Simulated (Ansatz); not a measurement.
## AlRu in Ansatz: the effect of functional

The system is AlRu.

```xyz
2
Lattice="3.0503 0.0000 0.0000 0.0000 3.0503 0.0000 0.0000 0.0000 3.0503" Properties=species:S:1:pos:R:3 pbc="T T T"
Ru    1.5251    1.5251    1.5251
Al    0.0000    0.0000    0.0000
```

The cell isn't the ideal one: volume scaled by 1.06.

Alike in all runs:

```yaml
Program: Ansatz 0.2.0
Task: single point
Potentials_or_basis: Ansatz PAW
k_mesh: 9 × 9 × 9
Occupations: fermi-dirac, width 0.05 eV
Spin: no spin polarisation
```

Q: One run gave: pressure -8.5 GPa. Which functional did it use?
A. LDA
B. PBE
C. r2SCAN

A: B.

```csv
functional,cutoff,pressure (GPa)
LDA,420 eV (not typed: the program's choice for these potentials),-18.1
r2SCAN,500 eV (not typed: the program's choice for these potentials),-12.9
PBE,420 eV (not typed: the program's choice for these potentials),-8.5
```

Caveats: the PAW data sets come from PBE, with cores solved anew for the run's functional, which leaves a small shift of forces and pressure (some runs).
